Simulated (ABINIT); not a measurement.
Crystal: PbS.

```
CELL_PARAMETERS angstrom
2.07995 -5.99130 0.00000
2.07995 5.99130 0.00000
0.00000 0.00000 4.27932
ATOMIC_POSITIONS crystal
Pb 0.13056 0.86944 0.25000
Pb 0.86944 0.13056 0.75000
S 0.35480 0.64520 0.25000
S 0.64520 0.35480 0.75000
```

Measurements of this composition are mostly on another form, of space group No. 225.

Base run:

| Item | Value |
| --- | --- |
| Program | ABINIT 10.8.3 (patched build) |
| Functional | PBE |
| Potentials or basis | PseudoDojo NC SR PBE v0.4.1 standard |
| Cutoff | 762 eV |
| k mesh | 5 × 5 × 4 |
| Occupations | fermi-dirac, width 0.05 eV |
| Spin | no spin polarisation |

Its results: band gap on the k mesh 1.29 eV, indirect (least direct gap 1.30 eV); pressure 1.1 GPa; largest force 0.119 eV/Å.

Task: The run is repeated on the same cell with these changes: functional from PBE to PBEsol; potentials or basis from PseudoDojo NC SR PBE v0.4.1 standard to PseudoDojo NC SR PBEsol v0.4.1 standard; cutoff from 762 eV to 653 eV. What comes out?

Result: Band gap on the k mesh 1.19 eV, direct; pressure -2.2 GPa; largest force 0.029 eV/Å.

Caveats: spin-orbit coupling is left out, which as a rule narrows the gap of such compounds by several tenths of an eV; an odd mesh through Γ misses points on the zone boundary, where band edges often lie; the cutoff is short for stress, so the pressure is rough (some runs).
